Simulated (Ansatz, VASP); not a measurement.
# WC: VASP beside Ansatz

```
W C
1.0
     2.91255    0.00000    0.00000
    -1.45627    2.52234    0.00000
     0.00000    0.00000    2.83550
W C
1 1
Direct
  0.00000 0.00000 0.00000
  0.66667 0.33333 0.50000
```

Alike in both runs: functional r2SCAN; k mesh 18 × 18 × 16; occupations fermi-dirac, width 0.1 eV; no spin polarisation.

Ansatz relaxed the structure, and its values are those at the end. VASP's run is a single point on that final structure, the one shown.

|  | VASP | Ansatz |
| --- | --- | --- |
| version | VASP 6.6.1 | Ansatz 0.2.0 |
| potentials or method | VASP PAW PBE potentials, release 64 (W_sv, C) | PAW with Ansatz's default frozen-core files, scalar-relativistic |
| plane-wave cutoff (eV) | 520 | 500 |
| valence electrons in the cell | 18 | 18 |

```tsv
	VASP	Ansatz	Ansatz less VASP
pressure (GPa)	1.9	0.0	-1.92
```

With one functional, cell and mesh, what is left measures potentials, basis and numerics.

Caveats: the PAW data sets were made with another functional, which shifts forces and pressure a little (VASP). The runs have no spin-orbit coupling, so splittings on W are missing.
